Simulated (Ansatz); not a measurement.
The system is CdSe.

```
Cd Se
1.0
     0.00000    3.07027    3.07027
     3.07027    0.00000    3.07027
     3.07027    3.07027    0.00000
Cd Se
1 1
Cartesian
  0.0000 0.0000 0.0000
  1.5351 1.5351 1.5351
```

Measurements of this composition are mostly on another form, of space group No. 186.

Program: Ansatz 0.2.0. Alike in all runs: potentials or basis Ansatz PAW; cell as given; cutoff (eV) 420. Hardware: 2 threads of Intel(R) Xeon(R) Processor @ 2.50GHz (Skylake/Cascade Lake) (shared host).

**Question.** Order these runs on this cell by their wall time, lowest first.
A. task single point; level RPBE; spin off; k mesh 8 × 8 × 8; smearing gaussian 0.05 eV
B. task band structure; level RPBE; spin off; k mesh 8 × 8 × 8; smearing fermi-dirac 0.05 eV; points for each segment of the path 14
C. task band structure; level LDA; spin SOC, no magnetisation; k mesh 6 × 6 × 6; smearing fermi-dirac 0.05 eV; points for each segment of the path 14
D. task Born charges and dielectric tensor; level PBEsol; spin off; k mesh 8 × 8 × 8; smearing fixed

**Answer.** A (5 s), B (11 s), C (38 s), D (91 s).

Runs at the PBE level aren't shown here.
